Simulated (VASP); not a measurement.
The system is CdSe.

```
Cd Se
1.0
     0.00000    3.07027    3.07027
     3.07027    0.00000    3.07027
     3.07027    3.07027    0.00000
Cd Se
1 1
Direct
  0.00000 0.00000 0.00000
  0.75000 0.75000 0.75000
```

Measurements of this composition are mostly on another form, of space group No. 186.

| Quantity | Value |
| --- | --- |
| Program | VASP 6.6.1 |
| Task | relaxation of cell and atoms |
| Functional | PBEsol |
| Potentials or basis | VASP PAW PBE potentials, release 64 (Cd, Se) |
| Cutoff | 600 eV |
| k mesh | 10 × 10 × 10 |
| Occupations | gaussian, width 0.02 eV |
| Spin | no spin polarisation |

At the start: pressure -1.1 GPa; volume 28.94 Å³/atom.

**Question.** How do energy, volume and symmetry change on relaxing?

**Answer.** Over 4 steps the energy falls by 2.5 meV/atom and the volume is 28.28 Å³/atom (-2.3 %); space group F-43m (No. 216, to 0.05 Å).

The path:
| step | energy change (eV) | largest force (eV/Å) | pressure (GPa) | volume (Å³) |
| --- | --- | --- | --- | --- |
| 1 | 0.0000 | 0.0000 | -1.15 | 57.88 |
| 2 | -0.0045 | 0.0000 | 0.33 | 56.16 |
| 3 | -0.0049 | 0.0000 | 0.02 | 56.53 |
| 4 | -0.0049 | 0.0000 | 0.00 | 56.56 |

Final structure:
```
CELL_PARAMETERS angstrom
0.00000 3.04669 3.04669
3.04669 0.00000 3.04669
3.04669 3.04669 0.00000
ATOMIC_POSITIONS crystal
Cd 0.00000 0.00000 0.00000
Se 0.75000 0.75000 0.75000
```

Caveat: the PAW data sets were made with another functional, which shifts forces and pressure a little.
